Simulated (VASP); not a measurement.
# K: convergence, equation of state

K, Fm-3m (no. 225), 1 atom in the cell. PBE; PAW potentials K_sv_GW (PBE set). VASP 6.6.1.

Wanted: equilibrium volume within 0.5 %; bulk modulus within 2.5 %.

What the run is for: choice of potentials; Accuracy asked: standard; Volumes (times the given one): 0.91, 0.94, 0.97, 1, 1.03, 1.06, 1.09.

## Potentials and cutoff

| Potentials and cutoff | Equilibrium volume (Å³/atom) | Bulk modulus (GPa) | Time (s) |
|---|---|---|---|
| K_sv_GW, ENCUT 450 | 73.74 | 3.57 | 85 |
| K_sv, ENCUT 450 | 73.98 | 3.537 | 72 |
| K_pv, ENCUT 450 | 74.04 | 3.547 | 62 |

Chosen: K_sv_GW, ENCUT 450; no other choice that stays within the tolerance saves 30 % of the time.

The chosen settings are those of the reference run.

## The input

INCAR:
```
GGA = PE
ISMEAR = 1
SIGMA = 0.1
LWAVE = F
LCHARG = F
ISIF = 2
NSW = 0
ENCUT = 450
PREC = Accurate
LASPH = T
LREAL = F
ALGO = Normal
EDIFF = 1E-7
NELM = 120
GGA_COMPAT = F
```

KPOINTS:
```
k-points
0
Gamma
  9 9 9
```

POSCAR.step1:
```
K
1.0
    0.0000000000      3.2869015055      3.2869015055
    3.2869015055      0.0000000000      3.2869015055
    3.2869015055      3.2869015055      0.0000000000
K
1
Direct
    0.0000000000      0.0000000000      0.0000000000
```

POSCAR.step2:
```
K
1.0
    0.0000000000      3.3226314950      3.3226314950
    3.3226314950      0.0000000000      3.3226314950
    3.3226314950      3.3226314950      0.0000000000
K
1
Direct
    0.0000000000      0.0000000000      0.0000000000
```

POSCAR.step3:
```
K
1.0
    0.0000000000      3.3576091338      3.3576091338
    3.3576091338      0.0000000000      3.3576091338
    3.3576091338      3.3576091338      0.0000000000
K
1
Direct
    0.0000000000      0.0000000000      0.0000000000
```

POSCAR.step4:
```
K
1.0
    0.0000000000      3.3918728180      3.3918728180
    3.3918728180      0.0000000000      3.3918728180
    3.3918728180      3.3918728180      0.0000000000
K
1
Direct
    0.0000000000      0.0000000000      0.0000000000
```

POSCAR.step5:
```
K
1.0
    0.0000000000      3.4254579014      3.4254579014
    3.4254579014      0.0000000000      3.4254579014
    3.4254579014      3.4254579014      0.0000000000
K
1
Direct
    0.0000000000      0.0000000000      0.0000000000
```

POSCAR.step6:
```
K
1.0
    0.0000000000      3.4583970173      3.4583970173
    3.4583970173      0.0000000000      3.4583970173
    3.4583970173      3.4583970173      0.0000000000
K
1
Direct
    0.0000000000      0.0000000000      0.0000000000
```

POSCAR.step7:
```
K
1.0
    0.0000000000      3.4907203582      3.4907203582
    3.4907203582      0.0000000000      3.4907203582
    3.4907203582      3.4907203582      0.0000000000
K
1
Direct
    0.0000000000      0.0000000000      0.0000000000
```

Commands (each step's output is kept before the next begins):
```
cat potpaw_PBE.64/K_sv_GW/POTCAR > POTCAR
cp POSCAR.step1 POSCAR
mpirun -np 1 vasp_std > vasp.out
cp POSCAR.step2 POSCAR
mpirun -np 1 vasp_std > vasp.out
cp POSCAR.step3 POSCAR
mpirun -np 1 vasp_std > vasp.out
cp POSCAR.step4 POSCAR
mpirun -np 1 vasp_std > vasp.out
cp POSCAR.step5 POSCAR
mpirun -np 1 vasp_std > vasp.out
cp POSCAR.step6 POSCAR
mpirun -np 1 vasp_std > vasp.out
cp POSCAR.step7 POSCAR
mpirun -np 1 vasp_std > vasp.out
```

Limits: Total energies under different potentials can't be compared; the cell and the gap can.

The chosen input took VASP 6.6.1 85 s on 1 core (AMD EPYC 9R45 (Zen 5)), a shared host.
